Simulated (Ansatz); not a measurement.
**Sb: a bulk modulus from differences**

The cell was found from a structure generator's guess, not taken from experiment.

The calculation used DFT PBE, scalar-relativistic, plane waves, PAW in Ansatz 0.2.0. Settings of the last relaxation (8-atom cell): 420 eV, 4×8×8 k points, Gaussian smearing of 0.10 eV, no spin polarisation.

```cif
data_structure
_symmetry_space_group_name_H-M 'Pmma'
_symmetry_Int_Tables_number 51
_cell_length_a 12.8808
_cell_length_b 4.3784
_cell_length_c 4.5594
_cell_angle_alpha 90.000
_cell_angle_beta 90.000
_cell_angle_gamma 90.000
_cell_volume 257.14
loop_
_atom_site_label
_atom_site_type_symbol
_atom_site_symmetry_multiplicity
_atom_site_Wyckoff_symbol
_atom_site_fract_x
_atom_site_fract_y
_atom_site_fract_z
_atom_site_occupancy
Sb1 Sb 4 i 0.86383 0.00000 0.07403 1
Sb2 Sb 4 j 0.11185 0.50000 0.48949 1
```

The cell was set to several volumes, with shape and atoms relaxed at each where symmetry leaves them free. Pressure is positive in compression, and energies count from the lowest row. No row has a gap on its mesh.

| row | V (Å³/atom) | P (GPa) | ΔE (meV/atom) |
| --- | --- | --- | --- |
| 1 | 28.285 | 4.76 | 39.4 |
| 2 | 29.249 | 2.78 | 17.0 |
| 3 | 30.214 | ? | ? |
| 4 | 31.178 | 0.63 | 1.8 |
| 5 | 32.142 | 0.00 | 0.0 |
| 6 | 33.106 | -0.54 | 1.5 |
| 7 | 34.071 | -1.02 | 6.1 |
| 8 | 35.356 | -1.41 | 15.7 |

**Question.** Find B = −V·ΔP/ΔV from rows 4 and 6 and from rows 1 and 2, and from the two its slope B′ and its value B0 at zero pressure.

**Answer.** Rows 4 and 6 give −(31.178 + 33.106)/2 × (-0.54 − (0.63))/(33.106 − 31.178) = 19.5 GPa at a mean pressure of 0.04 GPa. Rows 1 and 2 give −(28.285 + 29.249)/2 × (2.78 − (4.76))/(29.249 − 28.285) = 59.1 GPa at a mean pressure of 3.77 GPa. So B′ = (59.1 − 19.5)/(3.77 − (0.04)) = 10.62 and B0 = 19.5 − 10.62 × (0.04) = 19.1 GPa. A third-order Birch–Murnaghan fit to all the energies gives B0 = 20.4 GPa and B′ = 11.0, with a misfit of 0.8 meV/atom rms that points to a change of structure or state along the series.

**Question.** Estimate the pressure and energy of row 3.

**Answer.** From row 5, V0 = 32.142 × (1 + (0.00)/19.1) = 32.142 Å³/atom. Murnaghan's form P = (B0/B′)·[(V0/V)^B′ − 1] gives (19.1/10.62) × [(32.142/30.214)^10.62 − 1] = 1.67 GPa; the computed pressure is 1.18 GPa, so the estimate is off by +0.49 GPa. The work of compression from row 4, with the mean of the two pressures, gives ΔE = 1.8 + (1.67 + 0.63)/2 × (31.178 − 30.214)/160.2 × 1000 = 8.7 meV/atom (1 eV/Å³ = 160.2 GPa); the computed value is 5.2 meV/atom.

These runs have no spin–orbit coupling, which can matter for Sb. The zero gap may come from the functional, which often closes small gaps, or the cell may be a true semimetal. All volumes keep the k mesh of the relaxed cell. This cell was reached by moving the atoms of another relaxed cell at random and relaxing again, last within the group found; it had no such test of its own.
